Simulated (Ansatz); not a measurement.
**TaN: what a change does to the field gradients**

Base: a COD entry, whose atoms a relaxation with PBE at fixed cell left in place.

```yaml
crystal:
  lattice:
    - [2.93800, 0.00000, 0.00000]
    - [-1.46900, 2.54438, 0.00000]
    - [0.00000, 0.00000, 2.88300]
  atoms:
    - { symbol: Ta, position: [0.33333, 0.66667, 0.50000] }
    - { symbol: N, position: [0.00000, 0.00000, 0.00000] }
```

Sites (sets of like atoms) are named by element and the number of their first atom in this list.

Level of theory: DFT, PBE, plane waves and PAW, scalar-relativistic, collinear spin, 420 eV cutoff, Γ-centred 18×18×16 k-points, Fermi–Dirac smearing 0.05 eV (Ansatz 0.2.0). Start moments as typed (μB): 2 on each Ta, none on the rest.

(1) Variant: z stretched by 3 %, ions relaxed. What happens to the gradients (10²¹ V/m²)?

Answers

(1) 

| site | atoms | V_zz base | η base | V_zz variant | η variant |
| --- | --- | --- | --- | --- | --- |
| Ta | 1 | 5.22 | 0.00 | 7.68 | 0.00 |
| N | 2 | 0.099 | 0.00 | 0.67 | 0.00 |

The largest change of V_zz is on Ta, from 5.22 to 7.68. In per cent, |V_zz| changes by +47 on Ta (all sites that start above 2).

The run finds no gap above 0.1 eV (a metal, or nearly one), so the gradients can move by 10 % or more with the k-mesh. Without spin–orbit coupling the gradients at and beside Ta can be off by some per cent, at some sites by more. With these PAW files V_zz is typically within 2 to 3 % of all-electron values, but misses above 10 % occur on Ta. Semilocal functionals make gaps too small and can close them, so the real compound need not be a metal. The start moments die out, and the run ends without spin.
For the base: At this cell the principal stresses reach 5 GPa in size with PBE, which can matter for small gradients.
For the variant: At this changed cell the PBE pressure is -6 GPa.
